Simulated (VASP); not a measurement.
# Li: intraband terms of a metal's spectrum

Li, P6_3/mmc (no. 194), 2 atoms in the cell. PBE, independent-particle dielectric function; PAW potentials Li_sv (PBE set).

## Input

INCAR.step1:
```
SYSTEM = Li
EDIFF = 1E-7
ENCUT = 580
ISMEAR = 1
KPAR = 4
LASPH = .True.
LCHARG = .True.
LMAXMIX = 4
LWAVE = .False.
PREC = Accurate
SIGMA = 0.1
```

INCAR.step2:
```
SYSTEM = Li
CSHIFT = 0.1
EDIFF = 1E-6
ENCUT = 580
ICHARG = 11
ISMEAR = 0
KPAR = 4
LASPH = .True.
LCHARG = .False.
LMAXMIX = 4
LWAVE = .True.
NBANDS = 21
NEDOS = 3000
OMEGAMAX = 30
PREC = Accurate
SIGMA = 0.3
```

INCAR.step3, as INCAR.step2 but for:
```
- LWAVE = .True.
+ ALGO = None
+ ISTART = 1
+ LOPTICS = .True.
+ LWAVE = .False.
+ NELM = 1
```

INCAR.step4, as INCAR.step3 but for:
```
+ WPLASMAI = 0.03
```

INCAR.step5 to INCAR.step6 change the same tag again: WPLASMAI = 0.1, 0.3.

INCAR.step7, as INCAR.step6 but for:
```
- WPLASMAI = 0.3
+ RTIME = 20
```

INCAR.step8, as INCAR.step7 but for:
```
- RTIME = 20
+ RTIME = 5
```

INCAR.step9, as INCAR.step8 but for:
```
- RTIME = 5
+ LNABLA = .True.
```

INCAR.step10, as INCAR.step9 but for:
```
- ISMEAR = 0
- LNABLA = .True.
+ ISMEAR = -5
```

KPOINTS.step1:
```
k-points
0
Gamma
  10 10 5
```

KPOINTS.step2:
```
k-points
0
Gamma
  20 20 11
```

POSCAR:
```
Li
1.0
    3.1110000000      0.0000000000      0.0000000000
   -1.5555000000      2.6942050312      0.0000000000
    0.0000000000      0.0000000000      5.0930000000
Li
2
Direct
    0.6666666667      0.3333333333      0.7500000000
    0.3333333333      0.6666666667      0.2500000000
```

Commands (each step's output is kept before the next begins):
```
cat potpaw_PBE.64/Li_sv/POTCAR > POTCAR
cp INCAR.step1 INCAR
cp KPOINTS.step1 KPOINTS
mpirun -np 4 vasp_std > vasp.out
cp INCAR.step2 INCAR
cp KPOINTS.step2 KPOINTS
mpirun -np 4 vasp_std > vasp.out
cp INCAR.step3 INCAR
mpirun -np 4 vasp_std > vasp.out
cp INCAR.step4 INCAR
mpirun -np 4 vasp_std > vasp.out
cp INCAR.step5 INCAR
mpirun -np 4 vasp_std > vasp.out
cp INCAR.step6 INCAR
mpirun -np 4 vasp_std > vasp.out
cp INCAR.step7 INCAR
mpirun -np 4 vasp_std > vasp.out
cp INCAR.step8 INCAR
mpirun -np 4 vasp_std > vasp.out
cp INCAR.step9 INCAR
mpirun -np 4 vasp_std > vasp.out
cp INCAR.step10 INCAR
mpirun -np 4 vasp_std > vasp.out
```

## Result

- Bands: 21

One ground state, settings moved in the last step alone:

| Settings | Plasma frequency (eV) | Im ε at 0.5 eV | Im ε at 1 eV | Im ε at 2 eV | Im ε at 4 eV | Time (s) |
|---|---|---|---|---|---|---|
| interband part alone | 6.31 | 0.8 | 3.8 | 1.0 | 0.7 | 6 |
| Drude term, WPLASMAI 0.03 | 6.31 | 10.4 | 5.0 | 1.1 | 0.7 | 6 |
| Drude term, WPLASMAI 0.1 | 6.31 | 31.5 | 7.8 | 1.5 | 0.7 | 6 |
| Drude term, WPLASMAI 0.3 | 6.31 | 71.1 | 14.8 | 2.5 | 0.8 | 6 |
| relaxation time RTIME 20 fs | 6.31 | 11.3 | 5.1 | 1.2 | 0.7 | 5 |
| relaxation time RTIME 5 fs | 6.31 | 40.1 | 9.0 | 1.7 | 0.7 | 5 |
| transversal form (LNABLA) | 6.19 | 0.8 | 3.7 | 1.0 | 0.6 | 5 |
| tetrahedron method | – | – | – | – | – | no result |

VASP 6.6.1 took 68 s on 4 cores (AMD EPYC 7R13 (Zen 3)), a shared host.
